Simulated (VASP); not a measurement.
# SiMo3 (Pm-3n) in VASP: settings compared

One crystal, SiMo3, is run at these levels: r2SCAN, PBEsol; tasks: relaxation of cell and atoms.

Program: VASP 6.6.1. These are calculated values, not measurements. Logs are shortened: lines on timing, memory, paths and dates and some standing lists are left out, and cuts for length are marked.

## Step 1: The structure

Symmetry: Pm-3n, No. 223, cubic system. The conventional cell has a = 4.889 Å, b = 4.889 Å, c = 4.889 Å, α = 90.00°, β = 90.00°, γ = 90.00°. Si (site symmetry m-3) has 12 Mo at 2.73 Å as nearest neighbours. Around Mo (site symmetry -4m2) lie 2 Mo at 2.44 Å and 4 Si at 2.73 Å.

## Step 2: Relaxation of cell and atoms, r2SCAN

Contents of INCAR:

```
PREC = Accurate
ENCUT = 600
EDIFF = 1E-6
ISMEAR = 1
SIGMA = 0.1
LREAL = F
LASPH = T
NELM = 80
ALGO = Normal
ISIF = 3
LWAVE = F
LCHARG = F
METAGGA = R2SCAN
LMIXTAU = T
IBRION = 2
NSW = 90
EDIFFG = -0.01
KPAR = 2
```

Contents of KPOINTS:

```
Automatic mesh
0
Gamma
  8 8 8
```

Contents of POSCAR:

```
SiMo3
1.0
    4.8890000000      0.0000000000      0.0000000000
    0.0000000000      4.8890000000      0.0000000000
    0.0000000000      0.0000000000      4.8890000000
Si Mo
2 6
Direct
    0.0000000000      0.0000000000      0.0000000000
    0.5000000000      0.5000000000      0.5000000000
    0.2500000000      0.0000000000      0.5000000000
    0.5000000000      0.7500000000      0.0000000000
    0.7500000000      0.0000000000      0.5000000000
    0.5000000000      0.2500000000      0.0000000000
    0.0000000000      0.5000000000      0.7500000000
    0.0000000000      0.5000000000      0.2500000000
```

Potentials or basis: VASP PAW PBE potentials, release 64 (Si, Mo_sv).

On the command line:

```bash
$ cat potpaw_PBE.64/Si/POTCAR potpaw_PBE.64/Mo_sv/POTCAR > POTCAR
$ mpirun -np 2 vasp_std > vasp.out
```

OUTCAR:

```text
PREC = Accurate
   ENCUT = 600
   EDIFF = 1E-6
   ISMEAR = 1
   LREAL = F
   LASPH = T
   NELM = 80
   ISIF = 3
   METAGGA = R2SCAN
   IBRION = 2
   NSW = 90
   EDIFFG = -0.01

 ion  position               nearest neighbor table
   1  0.000  0.000  0.000-   3 2.73   4 2.73   5 2.73   6 2.73   7 2.73   8 2.73   3 2.73   5 2.73
                             7 2.73   8 2.73   4 2.73   6 2.73
   2  0.500  0.500  0.500-   3 2.73   4 2.73   5 2.73   6 2.73   7 2.73   8 2.73   4 2.73   6 2.73
                             3 2.73   5 2.73   7 2.73   8 2.73
   3  0.250  0.000  0.500-   5 2.44   5 2.44   1 2.73   1 2.73   2 2.73   2 2.73   8 2.99   4 2.99
                             4 2.99   6 2.99   6 2.99   7 2.99   8 2.99   7 2.99
   4  0.500  0.750  0.000-   6 2.44   6 2.44   1 2.73   2 2.73   2 2.73   1 2.73   8 2.99   5 2.99
                             3 2.99   5 2.99   3 2.99   7 2.99   7 2.99   8 2.99
   5  0.750  0.000  0.500-   3 2.44   3 2.44   1 2.73   1 2.73   2 2.73   2 2.73   8 2.99   4 2.99
                             4 2.99   6 2.99   6 2.99   7 2.99   8 2.99   7 2.99
   6  0.500  0.250  0.000-   4 2.44   4 2.44   1 2.73   2 2.73   2 2.73   1 2.73   8 2.99   3 2.99
                             3 2.99   5 2.99   5 2.99   7 2.99   7 2.99   8 2.99
   7  0.000  0.500  0.750-   8 2.44   8 2.44   1 2.73   2 2.73   1 2.73   2 2.73   3 2.99   4 2.99
                             5 2.99   3 2.99   5 2.99   6 2.99   4 2.99   6 2.99
   8  0.000  0.500  0.250-   7 2.44   7 2.44   1 2.73   2 2.73   1 2.73   2 2.73   3 2.99   4 2.99
                             5 2.99   3 2.99   5 2.99   6 2.99   4 2.99   6 2.99

  LATTYP: Found a simple cubic cell.
 ALAT       =     4.8890000000

  Lattice vectors:

 A1 = (   4.8890000000,   0.0000000000,   0.0000000000)
 A2 = (   0.0000000000,   4.8890000000,   0.0000000000)
 A3 = (   0.0000000000,   0.0000000000,   4.8890000000)

Analysis of symmetry for initial positions (statically):
=====================================================================
 Subroutine PRICEL returns:
 Original cell was already a primitive cell.

 Routine SETGRP: Setting up the symmetry group for a
 simple cubic supercell.

 Subroutine GETGRP returns: Found 48 space group operations
 (whereof 24 operations were pure point group operations)
 out of a pool of 48 trial point group operations.

The static configuration has the point symmetry T_h .
 The point group associated with its full space group is O_h .

Analysis of symmetry for dynamics (positions and initial velocities):
=====================================================================
 Subroutine PRICEL returns:
 Original cell was already a primitive cell.

 Routine SETGRP: Setting up the symmetry group for a
 simple cubic supercell.

 Subroutine GETGRP returns: Found 48 space group operations
 (whereof 24 operations were pure point group operations)
 out of a pool of 48 trial point group operations.

The dynamic configuration has the point symmetry T_h .
 The point group associated with its full space group is O_h .

 Subroutine INISYM returns: Found 48 space group operations
 (whereof 24 operations are pure point group operations),
 and found     1 'primitive' translations

----------------------------------------------------------------------------------------

                                     Primitive cell

  volume of cell :     116.8584

  direct lattice vectors                    reciprocal lattice vectors
     4.889000000  0.000000000  0.000000000     0.204540806  0.000000000  0.000000000
     0.000000000  4.889000000  0.000000000     0.000000000  0.204540806  0.000000000
     0.000000000  0.000000000  4.889000000     0.000000000  0.000000000  0.204540806

  length of vectors
     4.889000000  4.889000000  4.889000000     0.204540806  0.204540806  0.204540806

  position of ions in fractional coordinates (direct lattice)
     0.000000000  0.000000000  0.000000000
     0.500000000  0.500000000  0.500000000
     0.250000000  0.000000000  0.500000000
     0.500000000  0.750000000  0.000000000
     0.750000000  0.000000000  0.500000000
     0.500000000  0.250000000  0.000000000
     0.000000000  0.500000000  0.750000000
     0.000000000  0.500000000  0.250000000

  ion indices of the primitive-cell ions
   primitive index   ion index
                 1           1
                 2           2
                 3           3
                 4           4
                 5           5
                 6           6
                 7           7
                 8           8

----------------------------------------------------------------------------------------

 KPOINTS: Automatic mesh

Automatic generation of k-mesh.
 Grid dimensions read from file:
 generate k-points for:    8    8    8

 Generating k-lattice:

  Cartesian coordinates                     Fractional coordinates (reciprocal lattice)
     0.025567601  0.000000000  0.000000000     0.125000000  0.000000000  0.000000000
     0.000000000  0.025567601  0.000000000     0.000000000  0.125000000  0.000000000
     0.000000000  0.000000000  0.025567601     0.000000000  0.000000000  0.125000000

  Length of vectors
     0.025567601  0.025567601  0.025567601

  Shift w.r.t. Gamma in fractional coordinates (k-lattice)
     0.000000000  0.000000000  0.000000000

 Subroutine IBZKPT returns following result:
 ===========================================

 Found     35 irreducible k-points:

 Following reciprocal coordinates:
            Coordinates               Weight
  0.000000  0.000000  0.000000      1.000000
  0.125000  0.000000  0.000000      6.000000
  0.250000  0.000000  0.000000      6.000000
  0.375000  0.000000  0.000000      6.000000
  0.500000  0.000000  0.000000      3.000000
  0.125000  0.125000  0.000000     12.000000
[... 16 lines left out ...]
  0.375000  0.375000  0.125000     24.000000
  0.500000  0.375000  0.125000     24.000000
 [... further k-points ...]
   k-points           NKPTS =     35   k-points in BZ     NKDIM =     35   number of bands    NBANDS=     55
   number of dos      NEDOS =    301   number of ions     NIONS =      8
   total plane-waves  NPLWV =  64000
   dimension x,y,z NGX =    40 NGY =   40 NGZ =   40
   dimension x,y,z NGXF=    80 NGYF=   80 NGZF=   80
   ions per type =               2   6
   NGX,Y,Z   is equivalent  to a cutoff of  13.60, 13.60, 13.60 a.u.
   NGXF,Y,Z  is equivalent  to a cutoff of  27.20, 27.20, 27.20 a.u.
 SYSTEM =  unknown system
   PREC   = accura    normal or accurate (medium, high low for compatibility)
   ISTART =      0    job   : 0-new  1-cont  2-samecut
   ICHARG =      2    charge: 1-file 2-atom 10-const
   ISPIN  =      1    spin polarized calculation?
   LNONCOLLINEAR =      F non collinear calculations
   LSORBIT =      F    spin-orbit coupling
   LASPH  =      T    aspherical Exc in radial PAW
   ENCUT  =  600.0 eV  44.10 Ry    6.64 a.u.   9.76  9.76  9.76*2*pi/ulx,y,z
   NELM   =     80;   NELMIN=  2; NELMDL= -5     # of ELM steps
   EDIFF  = 0.1E-05   stopping-criterion for ELM
   LREAL  =      F    real-space projection
   EDIFFG = -.1E-01   stopping-criterion for IOM
   NSW    =     90    number of steps for IOM
   IBRION =      2    ionic relax: 0-MD 1-quasi-New 2-CG
   NFREE  =      1    steps in history (QN), initial steepest desc. (CG)
   ISIF   =      3    stress and relaxation
   ISYM   =      2    0-nonsym 1-usesym 2-fastsym
   POTIM  = 0.5000    time-step for ionic-motion
   TEBEG  =    0.0;   TEEND  =   0.0 temperature during run
   PSTRESS=    0.0 pullay stress
   NELECT =      92.0000    total number of electrons
   NUPDOWN=      -1.0000    fix difference up-down
   EMIN   =  10.00;   EMAX   =-10.00  energy-range for DOS
   EFERMI =   0.00;   METHOD = LEGACY
   ISMEAR =     1;   SIGMA  =   0.10  broadening in eV -4-tet -1-fermi 0-gaus
   EFERMI_NEDOS =   21; number of points for ismear=-14 and -15
   IALGO  =     38    algorithm
   IMIX   =      4    mixing-type and parameters
     AMIX     =   0.40;   BMIX     =  1.00
     AMIX_MAG =   1.60;   BMIX_MAG =  1.00
  volume/ion in A,a.u.               =      14.61        98.57
  Fermi-wavevector in a.u.,A,eV,Ry     =   1.511648  2.856601 31.090405  2.285080
  Thomas-Fermi vector in A             =   2.621677
   LORBIT       =      0    0 simple, 1 ext, 2 COOP (PROOUT), +10 PAW based schemes
   METAGGA = R2SCAN    functional components
   LHFCALC =     F    Hartree Fock is set to
   AEXX    =    0.0000 exact exchange contribution
   IVDW    =     0    specifies the selected vdW correction
   LEPSILON=     F    determine dielectric tensor
   LRPA    =     F    only Hartree local field effects (RPA)
 conjugate gradient relaxation of ions
 non-spin polarized calculation
 Methfessel and Paxton  Order N= 1 SIGMA  =   0.10
  energy-cutoff  :      600.00
  volume of cell :      116.86
 maximum number of plane-waves:      3948
 NGX is ok and might be reduce to    40
   NGX = 19   NGY = 19   NGZ = 19

--------------------------------------- Ionic step        1  -------------------------------------------

 number of electron      91.9999979 magnetization

 Free energy of the ion-electron system (eV)
  ---------------------------------------------------
  ext. energy  EPLUGINS =         0.00000000
  ---------------------------------------------------
  free energy    TOTEN  =      -176.58494180 eV

  energy without entropy =     -176.58323676  energy(sigma->0) =     -176.58437346

------------------------ aborting loop because EDIFF is reached ----------------------------------------

  FORCE on cell =-STRESS in cart. coord.  units (eV):
  Direction    XX          YY          ZZ          XY          YZ          ZX
  --------------------------------------------------------------------------------------
  -------------------------------------------------------------------------------------
  Total        0.2100385      0.2100385      0.2100385      0.0000000     -0.0000000      0.0000000
  in kB        2.8797143      2.8797143      2.8797143      0.0000000     -0.0000000      0.0000000
  external PRESSURE =       2.8797143 kB  Pullay stress =       0.0000000 kB
[... 69 lines left out ...]
  energy  without entropy=     -176.5825821562  energy(sigma->0) =     -176.58375924

--------------------------------------- Ionic step        3  -------------------------------------------

 number of electron      91.9999979 magnetization

 Free energy of the ion-electron system (eV)
  ---------------------------------------------------
  ext. energy  EPLUGINS =         0.00000000
  ---------------------------------------------------
  free energy    TOTEN  =      -176.58505662 eV

  energy without entropy =     -176.58333387  energy(sigma->0) =     -176.58448237

 E-fermi :  12.7679     XC(G=0): -14.2571

 val. band max:       12.7604062698   @ k =   0.5000   0.1250   0.1250
 cond. band min:      12.7725881254   @ k =   0.5000   0.2500   0.0000
 fundamental gap:      0.0121818556
 Fermi energy:        12.7678539426

 k-point     1 :       0.0000    0.0000    0.0000
  band No.  band energies     occupation
      1     -50.5100      2.00000
      2     -50.3814      2.00000
      3     -50.3814      2.00000
      4     -50.0225      2.00000
      5     -50.0225      2.00000
      6     -50.0225      2.00000
[... 1381 lines left out ...]
     54      14.9940      0.00000
     55      15.0552      0.00000

 [... further k-points ...]
[... 5 lines left out ...]
  --------------------------------------------------------------------------------------
  -------------------------------------------------------------------------------------
  Total        0.0030012      0.0030012      0.0030012      0.0000000      0.0000000      0.0000000
  in kB        0.0411026      0.0411026      0.0411026      0.0000000      0.0000000      0.0000000
  external PRESSURE =       0.0411026 kB  Pullay stress =       0.0000000 kB
[... 23 lines left out ...]
  FREE ENERGIE OF THE ION-ELECTRON SYSTEM (eV)
  ---------------------------------------------------
  free  energy   TOTEN  =      -176.5850566171 eV

  energy  without entropy=     -176.5833338732  energy(sigma->0) =     -176.58448237

 reached required accuracy - stopping structural energy minimisation
```

Wall time 16 min (2 MPI ranks of Intel Xeon Platinum 8375C at 2.90GHz (Ice Lake), shared host); peak memory 0.39 GiB.

Results:

- Free energy: -176.5851 eV
- Relaxed volume: 14.62 Å³/atom
- Relaxed cell: a = 4.891 Å, b = 4.891 Å, c = 4.891 Å, α = 90.00°, β = 90.00°, γ = 90.00°
- Space group after relaxing (to 0.05 Å): Pm-3n (No. 223)
- Energy gained by relaxing: 0.0 meV/atom
- Ionic steps: 3
- Pressure after relaxing: 0.0 GPa
- Band gap on the k mesh: none (metal or under the smearing width)

The path:
```csv
step,energy change (eV),largest force (eV/Å),pressure (GPa),volume (Å³)
1,0.0000,0.0000,0.29,116.86
2,0.0006,0.0000,-0.72,117.30
3,-0.0001,0.0000,0.00,116.99
```

Final structure:
```
Si Mo
1.0
     4.89077    0.00000    0.00000
     0.00000    4.89077    0.00000
     0.00000    0.00000    4.89077
Si Mo
2 6
Direct
  0.00000 0.00000 0.00000
  0.50000 0.50000 0.50000
  0.25000 0.00000 0.50000
  0.50000 0.75000 0.00000
  0.75000 0.00000 0.50000
  0.50000 0.25000 0.00000
  0.00000 0.50000 0.75000
  0.00000 0.50000 0.25000
```

Levels at points of the mesh, in eV from the Fermi level:
| k point | band 44 | band 45 | band 46 | band 47 | band 48 | band 49 |
| --- | --- | --- | --- | --- | --- | --- |
| (0.00, 0.00, 0.00) | -1.68 | 1.33 | 1.33 | 1.33 | 2.32 | 2.47 |
| (0.50, 0.00, 0.00) | -1.84 | 0.20 | 0.20 | 0.99 | 0.99 | 1.59 |
| (0.50, 0.50, 0.00) | -0.99 | -0.99 | -0.89 | -0.76 | -0.51 | -0.20 |
| (0.50, 0.50, 0.50) | -1.34 | -1.34 | -1.34 | -1.34 | -1.34 | 1.31 |

Caveat: the PAW data sets were made with another functional, which shifts forces and pressure a little.

## Step 3: Relaxation of cell and atoms, r2SCAN

Changes to INCAR since step 2:

```diff
@@ -2,3 +2,3 @@
 ENCUT = 600
-EDIFF = 1E-6
+EDIFF = 1E-7
 ISMEAR = 1
@@ -16,3 +16,3 @@
 NSW = 90
-EDIFFG = -0.01
+EDIFFG = -0.005
 KPAR = 2
```

KPOINTS is that of step 2.

Contents of POSCAR:

```
SiMo3                                   
1.0
    4.8907708503      0.0000000000      0.0000000000
    0.0000000000      4.8907708503      0.0000000000
   -0.0000000000     -0.0000000000      4.8907708503
  Si              Mo            
     2     6
Direct
     0.0000000000000000    0.0000000000000000    0.0000000000000000
     0.5000000000000000    0.5000000000000000    0.5000000000000000
     0.2500000000000000    0.0000000000000000    0.5000000000000000
     0.5000000000000000    0.7500000000000000    0.0000000000000000
     0.7500000000000000    0.0000000000000000    0.5000000000000000
     0.5000000000000000    0.2500000000000000    0.0000000000000000
     0.0000000000000000    0.5000000000000000    0.7500000000000000
     0.0000000000000000    0.5000000000000000    0.2500000000000000
```

Potentials or basis: VASP PAW PBE potentials, release 64 (Si, Mo_sv).

On the command line:

```bash
$ cat potpaw_PBE.64/Si/POTCAR potpaw_PBE.64/Mo_sv/POTCAR > POTCAR
$ mpirun -np 2 vasp_std > vasp.out
```

It took 7 min on 2 MPI ranks of Intel Xeon Platinum 8375C at 2.90GHz (Ice Lake), shared host; peak memory 0.38 GiB.

The run converged. Its results:

```yaml
Free_energy: -176.5851 eV
Pressure_after_relaxing: 0.0 GPa
Band_gap_on_the_k_mesh: none (metal or under the smearing width)
```

Final structure:
```
Si Mo
1.0
     4.89077    0.00000    0.00000
     0.00000    4.89077    0.00000
     0.00000    0.00000    4.89077
Si Mo
2 6
Direct
  0.00000 0.00000 0.00000
  0.50000 0.50000 0.50000
  0.25000 0.00000 0.50000
  0.50000 0.75000 0.00000
  0.75000 0.00000 0.50000
  0.50000 0.25000 0.00000
  0.00000 0.50000 0.75000
  0.00000 0.50000 0.25000
```

Levels at points of the mesh, in eV from the Fermi level:
```csv
k point,band 42,band 43,band 44,band 45,band 46,band 47,band 48,band 49,band 50,band 51
"(0.00, 0.00, 0.00)",-2.33,-1.68,-1.68,1.33,1.33,1.33,2.32,2.47,2.47,2.80
"(0.50, 0.00, 0.00)",-2.61,-1.84,-1.84,0.20,0.20,0.99,0.99,1.59,1.59,1.66
"(0.50, 0.50, 0.00)",-1.30,-1.18,-0.99,-0.99,-0.89,-0.76,-0.51,-0.20,0.20,0.92
"(0.50, 0.50, 0.50)",-1.83,-1.34,-1.34,-1.34,-1.34,-1.34,-1.34,1.31,1.31,1.31
```

Caveat: the relaxation stopped at its first step, so nothing moved; the PAW data sets were made with another functional, which shifts forces and pressure a little.

## Step 4: Relaxation of cell and atoms, PBEsol

Contents of INCAR:

```
SYSTEM = SiMo3
PREC = Accurate
ENCUT = 600
EDIFF = 1E-6
ISMEAR = 1
SIGMA = 0.1
LREAL = .False.
LASPH = .True.
NELM = 80
ALGO = Normal
ISIF = 3
LWAVE = .False.
LCHARG = .False.
GGA = PS
IBRION = 2
NSW = 90
EDIFFG = -0.01
KPAR = 2
```

Contents of KPOINTS:

```
Automatic mesh
0
Gamma
  8 8 8
  0 0 0
```

Contents of POSCAR:

```
SiMo3
1.0
    4.8890000000      0.0000000000      0.0000000000
    0.0000000000      4.8890000000      0.0000000000
    0.0000000000      0.0000000000      4.8890000000
Si Mo
2 6
Direct
    0.0000000000      0.0000000000      0.0000000000
    0.5000000000      0.5000000000      0.5000000000
    0.2500000000      0.0000000000      0.5000000000
    0.5000000000      0.7500000000      0.0000000000
    0.7500000000      0.0000000000      0.5000000000
    0.5000000000      0.2500000000      0.0000000000
    0.0000000000      0.5000000000      0.7500000000
    0.0000000000      0.5000000000      0.2500000000
```

On the command line:

```bash
$ cat potpaw_PBE.64/Si/POTCAR potpaw_PBE.64/Mo_sv/POTCAR > POTCAR
$ mpirun -np 2 vasp_std > vasp.out
```

It took 2.5 min on 2 MPI ranks of Intel Xeon 6975P-C (Granite Rapids), shared host; peak memory 0.37 GiB.

It converged, with:

- Free energy: -85.1020 eV
- Relaxed volume: 14.39 Å³/atom
- Relaxed cell: a = 4.865 Å, b = 4.865 Å, c = 4.865 Å, α = 90.00°, β = 90.00°, γ = 90.00°
- Space group after relaxing (to 0.05 Å): Pm-3n (No. 223)
- Energy gained by relaxing: 2.7 meV/atom
- Ionic steps: 3
- Pressure after relaxing: -0.1 GPa
- Band gap on the k mesh: none (metal or under the smearing width)

Step by step:
```
step  energy change (eV)  largest force (eV/Å)  pressure (GPa)  volume (Å³)
   1              0.0000                0.0000           -3.90       116.86
   2              0.1145                0.0000           10.77       110.95
   3             -0.0214                0.0000           -0.07       115.15
```

Final structure:
```yaml
crystal:
  lattice:
    - [4.86505, 0.00000, 0.00000]
    - [0.00000, 4.86505, 0.00000]
    - [0.00000, 0.00000, 4.86505]
  atoms:
    - { symbol: Si, position: [0.00000, 0.00000, 0.00000] }
    - { symbol: Si, position: [0.50000, 0.50000, 0.50000] }
    - { symbol: Mo, position: [0.25000, 0.00000, 0.50000] }
    - { symbol: Mo, position: [0.50000, 0.75000, 0.00000] }
    - { symbol: Mo, position: [0.75000, 0.00000, 0.50000] }
    - { symbol: Mo, position: [0.50000, 0.25000, 0.00000] }
    - { symbol: Mo, position: [0.00000, 0.50000, 0.75000] }
    - { symbol: Mo, position: [0.00000, 0.50000, 0.25000] }
```

Levels at points of the mesh, in eV from the Fermi level:
```csv
k point,band 43,band 44,band 45,band 46,band 47,band 48,band 49,band 50
"(0.00, 0.00, 0.00)",-1.61,-1.61,1.26,1.26,1.26,2.11,2.42,2.42
"(0.50, 0.00, 0.00)",-1.74,-1.74,0.25,0.25,0.93,0.93,1.53,1.53
"(0.50, 0.50, 0.00)",-1.16,-0.89,-0.89,-0.79,-0.73,-0.54,-0.11,0.25
"(0.50, 0.50, 0.50)",-1.21,-1.21,-1.21,-1.21,-1.21,-1.21,1.28,1.28
```

Caveat: the PAW data sets were made with another functional, which shifts forces and pressure a little.
